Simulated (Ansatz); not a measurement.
Results of r²SCAN+rVV10 (PAW; Ansatz, a first-principles code) for rock-salt NaBr.

Settings: plane-wave cutoff 560 eV, 10×10×10 k mesh, Fermi–Dirac smearing 0.01 eV, scalar-relativistic PAW data made under PBE.

Computed points:

```tsv
V (Å³/atom)	E − E_lowest (meV/atom)
24.102	7.87
24.615	3.36
25.128	0.81
25.641	0.00
26.154	0.75
26.667	2.89
27.179	6.26
```

**Question.** What bulk modulus B0 and pressure derivative B′ does a third-order Birch–Murnaghan fit give?

**Answer.** V0 = 25.641 Å³/atom, B0 = 24.3 GPa, B′ = 4.7 (fit to the energies at full precision).

Measured, for comparison: bulk modulus 22.6 GPa (4 K, zero-point motion not removed; as tabulated in Doll and Stoll (1998), arXiv:cond-mat/9801031); equilibrium volume per atom 26.01 Å³/atom (low temperature, zero-point motion not removed; as tabulated in Doll and Stoll (1998), arXiv:cond-mat/9801031). Computed (rounded) less measured: bulk modulus +8 %, equilibrium volume per atom -1.4 %.

Static lattice: no zero-point or thermal effects.

Cost on a shared machine: roughly 90 core-seconds.
